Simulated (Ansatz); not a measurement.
# Mg2Sn: elastic constants

Aim: the elastic tensor from the stress of slightly strained cells, and the moduli that follow. Runs: cell and atoms relaxed (PAW); reference run (PAW and LAPW); cell relaxed at 30 GPa (PAW); at 30 GPa (PAW).

Computed with Ansatz 0.2.0 (DFT LDA, frozen-core PAW and all-electron LAPW, scalar-relativistic unless said, unless a step's input says otherwise).

1 further run of the same task is left out (set aside as unsound or not needed).

### Step 1. Starting point

Symmetry: Fm-3m, No. 225, cubic system. Conventional cell: a = 6.739 Å, b = 6.739 Å, c = 6.739 Å, α = 90.00°, β = 90.00°, γ = 90.00°. Mg (site symmetry -43m) is surrounded by 4 Sn at 2.92 Å. Around Sn (site symmetry m-3m) lie 8 Mg at 2.92 Å.

Coordinates:

```xyz
3
Lattice="0.0000 3.3695 3.3695 3.3695 0.0000 3.3695 3.3695 3.3695 0.0000" Properties=species:S:1:pos:R:3 pbc="T T T"
Mg    1.6847    1.6847    1.6847
Mg    5.0542    5.0542    5.0542
Sn    0.0000    0.0000    0.0000
```

Cartesian axes are those of the input's lattice vectors. The structure goes back to a database entry.

### Step 2. Cell and atoms relaxed, PAW

The input, input.yaml:

```yaml
crystal:
  lattice:
    - [0.0, 3.3695, 3.3695]
    - [3.3695, 0.0, 3.3695]
    - [3.3695, 3.3695, 0.0]
  atoms:
    - { symbol: Mg, position: [0.25, 0.25, 0.25] }
    - { symbol: Mg, position: [0.75, 0.75, 0.75] }
    - { symbol: Sn, position: [0.0, 0.0, 0.0] }
kpoints:
  mp_grid: { grid: [10, 10, 10] }
scf:
  occupations: { method: fermi_dirac, width: 0.08 }
hamiltonian:
  xc: lda
  pseudopotentials: { kind: paw }
relax:
  f_tol: 0.002
  max_steps: 80
  cell: {}
output:
  forces: true
  stress: true
```

Launch:

```
$ ansatz run input.yaml --threads 2 --pin off --max-ram 5120MiB --backend cpu --events-out ev --progress --plain --runs-dir out
```

### Step 3. Reference run, PAW

The input, input.yaml:

```yaml
crystal:
  lattice:
    - [0.0, 3.33221733566, 3.33221733566]
    - [3.33221733566, 0.0, 3.33221733566]
    - [3.33221733566, 3.33221733566, 0.0]
  atoms:
    - { symbol: Mg, position: [0.25, 0.25, 0.25] }
    - { symbol: Mg, position: [0.75, 0.75, 0.75] }
    - { symbol: Sn, position: [0.0, 0.0, 0.0] }
kpoints:
  mp_grid: { grid: [10, 10, 10] }
scf:
  occupations: { method: fermi_dirac, width: 0.08 }
hamiltonian:
  xc: lda
  pseudopotentials: { kind: paw }
elastic:
  mode: relaxed_ion
  stencil: two_point
  amplitude: 0.005
```

### Step 4. Reference run, LAPW

Edit input.yaml of step 3 so:

```diff
@@ -15,3 +15,3 @@
   xc: lda
-  pseudopotentials: { kind: paw }
+  pseudopotentials: { kind: all_electron, lapw: { basis_error: 0.001 } }
 elastic:
```

### Step 5. Cell relaxed at 30 GPa, PAW

Edit input.yaml of step 4 so:

```diff
@@ -15,6 +15,9 @@
   xc: lda
-  pseudopotentials: { kind: all_electron, lapw: { basis_error: 0.001 } }
-elastic:
-  mode: relaxed_ion
-  stencil: two_point
-  amplitude: 0.005
+  pseudopotentials: { kind: paw }
+relax:
+  f_tol: 0.002
+  max_steps: 80
+  cell: { p_target: 30 }
+output:
+  forces: true
+  stress: true
```

### Step 6. At 30 GPa, PAW

The input, input.yaml:

```yaml
crystal:
  lattice:
    - [0.0, 2.98902282458, 2.98902282458]
    - [2.98902282458, 0.0, 2.98902282458]
    - [2.98902282458, 2.98902282458, 0.0]
  atoms:
    - { symbol: Mg, position: [0.25, 0.25, 0.25] }
    - { symbol: Mg, position: [0.75, 0.75, 0.75] }
    - { symbol: Sn, position: [0.0, 0.0, 0.0] }
kpoints:
  mp_grid: { grid: [10, 10, 10] }
scf:
  occupations: { method: fermi_dirac, width: 0.08 }
hamiltonian:
  xc: lda
  pseudopotentials: { kind: paw }
elastic:
  mode: relaxed_ion
  stencil: two_point
  amplitude: 0.005
```

(Steps that only read results are left out.)

What does the calculation give? Wanted: C11; C12; C44; bulk, shear and Young's modulus; Debye temperature from sound speeds; universal anisotropy index.

As calculated:

```
                           quantity           value
                          C11 (PAW)          79 GPa
                          C12 (PAW)          30 GPa
                          C44 (PAW)          32 GPa
    bulk, shear and Young's modulus  47, 29, 72 GPa
Debye temperature from sound speeds           314 K
         universal anisotropy index            0.08
```

All eigenvalues are positive, so the crystal is mechanically stable; by PAW K = 47 and G = 29 GPa, K/G = 1.61, on the brittle side of Pugh's rough line at 1.75, which was drawn for metals. Young's modulus runs from 63 to 78 GPa with direction. Cautions: frozen-core PAW files fitted under PBE, their cores solved anew for the functional of the run; responses of metals move with mesh and smearing.
